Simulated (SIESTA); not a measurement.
Crystal: SiC (Moissanite).

```
Si C
1.0
     3.07600    0.00000    0.00000
    -1.53800    2.66389    0.00000
     0.00000    0.00000    5.04800
Si C
2 2
Direct
  0.66667 0.33333 0.50000
  0.33333 0.66667 0.00000
  0.66667 0.33333 0.88500
  0.33333 0.66667 0.38500
```

Program: SIESTA 5.4.2. Alike in all runs: no spin polarisation; cell as given; smearing fermi-dirac 0.05 eV; grid cutoff 500 Ry.

Question: Order these runs on this cell by their band gap on the k mesh, lowest first.
A. level PBEsol; potentials or basis PseudoDojo 0.4 standard (PBEsol files), DZP (energy shift 0.002 Ry); k mesh 10 × 10 × 5; energy shift 0.002 Ry
B. level BLYP; potentials or basis PseudoDojo 0.4 standard (PBE files), DZP (energy shift 0.003 Ry); k mesh 10 × 10 × 5; energy shift 0.003 Ry
C. level PBE; potentials or basis PseudoDojo 0.4 standard (PBE files), DZ (energy shift 0.002 Ry); k mesh 10 × 10 × 5; energy shift 0.002 Ry
D. level PBE; potentials or basis PseudoDojo 0.4 standard (PBE files), SZ (energy shift 0.002 Ry); k mesh 10 × 10 × 5; energy shift 0.002 Ry
E. level LDA; potentials or basis PseudoDojo 0.4 standard (LDA files), TZP (energy shift 0.002 Ry); k mesh 8 × 8 × 4; broadening (eV) 0.1 eV; window to (eV) 40 eV; polarisation polarized; direction 1.0 0.0 0.0; optical mesh offset true; energy shift 0.002 Ry

Answer: A (2.29 eV), E (2.46 eV), B (2.76 eV), C (2.93 eV), D (4.92 eV).

Caveats: the basis of atomic orbitals isn't converged, which shifts pressures, moduli and gaps; the basis has no polarisation orbitals (some runs); the mesh misses the band edges, which the band path finds closer together (some runs); forces of over 1 eV/Å show positions far from the minimum, so gaps and moduli don't describe the material at rest (some runs).

Not every run made on this cell is shown here.
